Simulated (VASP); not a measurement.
# PbO (Litharge) (P4/nmm) in VASP: a series of runs

Runs on PbO (Litharge). Level: LDA. Tasks: single point.

Everything below comes from runs of VASP 6.6.1. Logs are shortened: lines on timing, memory, paths and dates and some standing lists are left out, and cuts for length are marked.

**1. Starting point**

Symmetry: P4/nmm, No. 129, tetragonal system. Conventional cell: a = 3.990 Å, b = 3.990 Å, c = 5.010 Å, α = 90.00°, β = 90.00°, γ = 90.00°. Around Pb (site symmetry 4mm) lie 4 O at 2.33 Å. O (site symmetry -4m2) is surrounded by 4 Pb at 2.33 Å.

**2. Single point, LDA**

Input file INCAR:

```
SYSTEM = PbO
PREC = Accurate ; ENCUT = 400
EDIFF = 1E-4 ; ISMEAR = 0
SIGMA = 0.05 ; LREAL = .False.
LASPH = .True. ; NELM = 100
ALGO = Normal ; ISIF = 2
LWAVE = .False. ; LCHARG = .False.
ADDGRID = .False.
```

Input file KPOINTS:

```
regular mesh
0
Gamma
  4 4 3
  0 0 0
```

Input file POSCAR:

```
PbO
1.0
    3.9900000000      0.0000000000      0.0000000000
    0.0000000000      3.9900000000      0.0000000000
    0.0000000000      0.0000000000      5.0100000000
Pb O
2 2
Direct
    0.5000000000      0.0000000000      0.7600000000
    0.0000000000      0.5000000000      0.2400000000
    0.5000000000      0.5000000000      0.0000000000
    0.0000000000      0.0000000000      0.0000000000
```

Potentials or basis: VASP PAW LDA potentials, release 64 (Pb_d, O).

Command:

```bash
> cat potpaw_LDA.64/Pb_d/POTCAR potpaw_LDA.64/O/POTCAR > POTCAR
> mpirun -np 1 vasp_std > vasp.out
```

OUTCAR:

```text
SYSTEM = PbO
   PREC = Accurate
   ENCUT = 400
   EDIFF = 1E-4
   ISMEAR = 0
   LREAL = .False.
   LASPH = .True.
   NELM = 100
   ISIF = 2

 Found     12 irreducible k-points:

 Following reciprocal coordinates:
            Coordinates               Weight
  0.000000  0.000000  0.000000      1.000000
  0.250000  0.000000  0.000000      4.000000
  0.500000  0.000000  0.000000      2.000000
  0.250000  0.250000  0.000000      4.000000
  0.500000  0.250000  0.000000      4.000000
  0.500000  0.500000  0.000000      1.000000
   k-points           NKPTS =     12   k-points in BZ     NKDIM =     12   number of bands    NBANDS=     24
   number of dos      NEDOS =    301   number of ions     NIONS =      4
   total plane-waves  NPLWV =  28224
   dimension x,y,z NGX =    28 NGY =   28 NGZ =   36
   dimension x,y,z NGXF=    56 NGYF=   56 NGZF=   72
   ions per type =               2   2
   NGX,Y,Z   is equivalent  to a cutoff of  11.67, 11.67, 11.95 a.u.
   NGXF,Y,Z  is equivalent  to a cutoff of  23.33, 23.33, 23.89 a.u.
 SYSTEM =  PbO
   PREC   = accura    normal or accurate (medium, high low for compatibility)
   ISTART =      0    job   : 0-new  1-cont  2-samecut
   ICHARG =      2    charge: 1-file 2-atom 10-const
   ISPIN  =      1    spin polarized calculation?
   LNONCOLLINEAR =      F non collinear calculations
   LSORBIT =      F    spin-orbit coupling
   LASPH  =      T    aspherical Exc in radial PAW
   ENCUT  =  400.0 eV  29.40 Ry    5.42 a.u.   6.51  6.51  8.17*2*pi/ulx,y,z
   NELM   =    100;   NELMIN=  2; NELMDL= -5     # of ELM steps
   EDIFF  = 0.1E-03   stopping-criterion for ELM
   LREAL  =      F    real-space projection
   EDIFFG = 0.1E-02   stopping-criterion for IOM
   NSW    =      0    number of steps for IOM
   IBRION =     -1    ionic relax: 0-MD 1-quasi-New 2-CG
[... 8 lines left out ...]
   EMIN   =  10.00;   EMAX   =-10.00  energy-range for DOS
   EFERMI =   0.00;   METHOD = LEGACY
   ISMEAR =     0;   SIGMA  =   0.05  broadening in eV -4-tet -1-fermi 0-gaus
   EFERMI_NEDOS =   21; number of points for ismear=-14 and -15
   IALGO  =     38    algorithm
   IMIX   =      4    mixing-type and parameters
     AMIX     =   0.40;   BMIX     =  1.00
     AMIX_MAG =   1.60;   BMIX_MAG =  1.00
  volume/ion in A,a.u.               =      19.94       134.56
  Fermi-wavevector in a.u.,A,eV,Ry     =   1.300670  2.457909 23.017539  1.691741
  Thomas-Fermi vector in A             =   2.431853
   LORBIT       =      0    0 simple, 1 ext, 2 COOP (PROOUT), +10 PAW based schemes
   GGA     = CA    functional components
   LHFCALC =     F    Hartree Fock is set to
   AEXX    =    0.0000 exact exchange contribution
   IVDW    =     0    specifies the selected vdW correction
   LEPSILON=     F    determine dielectric tensor
   LRPA    =     F    only Hartree local field effects (RPA)
 non-spin polarized calculation
 Gauss-broadening in eV      SIGMA  =   0.05
  energy-cutoff  :      400.00
  volume of cell :       79.76
 maximum number of plane-waves:      1465
 NGX is ok and might be reduce to    28
   NGX = 13   NGY = 13   NGZ = 17

 number of electron      40.0000035 magnetization

 Free energy of the ion-electron system (eV)
  ---------------------------------------------------
  ext. energy  EPLUGINS =         0.00000000
  ---------------------------------------------------
  free energy    TOTEN  =       -24.40112337 eV

  energy without entropy =      -24.40112337  energy(sigma->0) =      -24.40112337

 E-fermi :   4.9551     XC(G=0): -10.2907

 val. band max:        4.7402262718   @ k =   0.0000   0.0000   0.0000
 cond. band min:       5.8416559180   @ k =   0.5000   0.5000   0.0000
 fundamental gap:      1.1014296463
 Fermi energy:         4.9550952615

 k-point     1 :       0.0000    0.0000    0.0000
  band No.  band energies     occupation
      1     -13.2583      2.00000
      2     -12.7853      2.00000
      3     -11.1865      2.00000
      4     -11.1865      2.00000
      5     -11.1218      2.00000
      6     -11.1092      2.00000
[... 16 lines left out ...]
     23      10.2457      0.00000
     24      10.2457      0.00000

 k-point     2 :       0.2500    0.0000    0.0000
  band No.  band energies     occupation
      1     -13.1450      2.00000
      2     -12.8231      2.00000
      3     -11.1567      2.00000
      4     -11.1543      2.00000
      5     -11.0773      2.00000
      6     -11.0773      2.00000
[... 16 lines left out ...]
     23      10.1774      0.00000
     24      10.5660      0.00000

 k-point     3 :       0.5000    0.0000    0.0000
  band No.  band energies     occupation
      1     -12.9524      2.00000
      2     -12.9524      2.00000
      3     -11.0915      2.00000
      4     -11.0915      2.00000
      5     -11.0911      2.00000
      6     -11.0911      2.00000
[... 16 lines left out ...]
     23      11.2725      0.00000
     24      11.2729      0.00000

 k-point     4 :       0.2500    0.2500    0.0000
  band No.  band energies     occupation
      1     -13.0681      2.00000
      2     -12.8514      2.00000
      3     -11.1482      2.00000
      4     -11.0945      2.00000
      5     -11.0543      2.00000
      6     -11.0530      2.00000
[... 16 lines left out ...]
     23       9.4029      0.00000
     24       9.8146      0.00000

 k-point     5 :       0.5000    0.2500    0.0000
  band No.  band energies     occupation
      1     -12.9410      2.00000
      2     -12.9410      2.00000
      3     -11.0748      2.00000
      4     -11.0748      2.00000
      5     -11.0684      2.00000
      6     -11.0684      2.00000
[... 16 lines left out ...]
     23      10.0809      0.00000
     24      10.0809      0.00000

 k-point     6 :       0.5000    0.5000    0.0000
  band No.  band energies     occupation
      1     -12.9354      2.00000
      2     -12.9354      2.00000
      3     -11.0961      2.00000
      4     -11.0961      2.00000
      5     -10.9956      2.00000
      6     -10.9956      2.00000
[... 16 lines left out ...]
     23       9.9014      0.00000
     24       9.9014      0.00000

 [... further k-points ...]
[... 5 lines left out ...]
  --------------------------------------------------------------------------------------
  -------------------------------------------------------------------------------------
  Total       -2.9922475     -2.9922475     -2.9160773      0.0000000      0.0000000      0.0000000
  in kB      -60.1069341    -60.1069341    -58.5768606      0.0000000      0.0000000      0.0000000
  external PRESSURE =     -59.5969096 kB  Pullay stress =       0.0000000 kB

 VOLUME and BASIS-vectors are now :
 -----------------------------------------------------------------------------
  energy-cutoff  :      400.00
  volume of cell :       79.76
      direct lattice vectors                 reciprocal lattice vectors
     3.990000000  0.000000000  0.000000000     0.250626566  0.000000000  0.000000000
     0.000000000  3.990000000  0.000000000     0.000000000  0.250626566  0.000000000
     0.000000000  0.000000000  5.010000000     0.000000000  0.000000000  0.199600798

 POSITION                                       TOTAL-FORCE (eV/Angst)
 -----------------------------------------------------------------------------------
      1.99500      0.00000      3.80760        -0.000000     -0.000000      0.540882
      0.00000      1.99500      1.20240         0.000000      0.000000     -0.540882
      1.99500      1.99500      0.00000        -0.000000     -0.000000      0.000000
      0.00000      0.00000      0.00000        -0.000000      0.000000      0.000000
 -----------------------------------------------------------------------------------
    total drift:                                0.000000      0.000000     -0.000000

  FREE ENERGIE OF THE ION-ELECTRON SYSTEM (eV)
  ---------------------------------------------------
  free  energy   TOTEN  =       -24.4011233668 eV

  energy  without entropy=      -24.4011233668  energy(sigma->0) =      -24.40112337
```

Run time: 11 s. Hardware: 1 thread of Intel Xeon Platinum 8488C (Sapphire Rapids), shared host; peak memory 0.15 GiB.

The run converged, but some of its settings lie outside the range that counts as converged, so its numbers aren't taken as properties of the crystal.

What came out:

```yaml
Free_energy: -24.4011 eV
Largest_force: 0.541 eV/Å
Band_gap_on_the_k_mesh: 1.10 eV, indirect (least direct gap 2.05 eV)
```

Caveat: the cutoff is under 1.25 times the usual one of these potentials, so pressure, stress and relaxed cells hold a basis-set (Pulay) error; spin-orbit coupling is left out, which as a rule narrows the gap of such compounds by several tenths of an eV; an odd mesh through Γ misses points on the zone boundary, where band edges often lie.

**3. Single point, LDA**

Edit INCAR of step 2 so:

```diff
@@ -2,3 +2,3 @@
 PREC = Accurate ; ENCUT = 400
-EDIFF = 1E-4 ; ISMEAR = 0
+EDIFF = 1E-5 ; ISMEAR = 0
 SIGMA = 0.05 ; LREAL = .False.
```

KPOINTS is that of step 2.

POSCAR is that of step 2.

Potentials or basis: VASP PAW LDA potentials, release 64 (Pb_d, O).

Command:

```bash
> cat potpaw_LDA.64/Pb_d/POTCAR potpaw_LDA.64/O/POTCAR > POTCAR
> mpirun -np 1 vasp_std > vasp.out
```

It took 12 s on 1 thread of Intel Xeon Platinum 8488C (Sapphire Rapids), shared host; peak memory 0.15 GiB.

These settings aren't checked as converged: the numbers below hold their error.

What came out:

```
Free energy            : -24.4010 eV
Largest force          : 0.546 eV/Å
Band gap on the k mesh : 1.10 eV, indirect (least direct gap 2.06 eV)
```

Caveat: the cutoff is under 1.25 times the usual one of these potentials, so pressure, stress and relaxed cells hold a basis-set (Pulay) error; spin-orbit coupling is left out, which as a rule narrows the gap of such compounds by several tenths of an eV; an odd mesh through Γ misses points on the zone boundary, where band edges often lie.

[end of part 1 of 2]
